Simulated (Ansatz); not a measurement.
The system is MoS2.

```
Mo S
1.0
     0.00000    2.99595    2.99595
     2.99595    0.00000    2.99595
     2.99595    2.99595    0.00000
Mo S
1 2
Cartesian
  0.0000 0.0000 0.0000
  1.4980 1.4980 1.4980
  4.4939 4.4939 4.4939
```

Measurements of this composition are mostly on another form, of space group No. 194.

Base run:

```yaml
Program: Ansatz 0.2.0
Functional: PBE
Potentials_or_basis: Ansatz PAW
Cutoff: "420 eV (not typed: the program's choice for these potentials)"
k_mesh: 6 × 6 × 6
Occupations: gaussian, width 0.05 eV
Spin: collinear spin, random start
Starting_moments: "[-0.4, 0.0, 0.0] μB"
Hubbard_terms: Mo d U = 5 eV
```

Its results: band gap on the k mesh none (metal or under the smearing width); pressure 4.8 GPa; net moment -2.03 μB per cell; site moments Mo -2.03; S +0.28 μB.

Question: The run is repeated on the same cell with these changes: hubbard terms from Mo d U = 5 eV to Mo d U = 2 eV; moments at the start from [-0.4, 0.0, 0.0] to [0.79, 0.0, 0.0]. What comes out?

Answer: Band gap on the k mesh none (metal or under the smearing width); pressure 0.7 GPa; net moment 2.01 μB per cell; site moments Mo +1.67; S -0.10 μB.

Caveats: the magnetic or orbital state may not be the lowest.
